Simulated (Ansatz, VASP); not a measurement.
**One calculation of NiO, 3 ways**

The starting cell:

```
Ni O
1.0
     0.00000    2.08590    2.08590
     2.08590    0.00000    2.08590
     2.08590    2.08590    0.00000
Ni O
1 1
Direct
  0.00000 0.00000 0.00000
  0.50000 0.50000 0.50000
```

Alike in all runs: task relaxation of cell and atoms; functional PBEsol; dispersion D3(BJ); k mesh 11 × 11 × 11; occupations fermi-dirac, width 0.05 eV; collinear spin, ferromagnetic start; no spin-orbit coupling. The measured crystal is an antiferromagnetic insulator; the state found here is the runs' own.

```tsv
program and potentials	plane-wave cutoff (eV)	notes	equilibrium volume (Å³/atom)
Ansatz, Ansatz PAW	420	potentials made for PBE, which Ansatz adapts in part; 12 valence electrons an atom on average	8.65
Ansatz, all-electron LAPW, scalar-relativistic	-	-	8.66
VASP, PBE PAW files Ni, O, 600 eV	600	potentials made for PBE; 8 valence electrons an atom on average	8.63
```

The equilibrium volume spans 8.63 (VASP, PBE PAW files Ni, O, 600 eV) to 8.66 Å³/atom (Ansatz, all-electron LAPW, scalar-relativistic), with all-electron results at 8.66. The state is the one that the start led to, which needn't be the lowest. Relaxations stop with a little pressure left, so the last digit of a volume isn't settled.

Differences between rows come from potentials, basis sets and numerical settings, since the functional is the same but for its coding. Runs on potential files found faulty are left out.
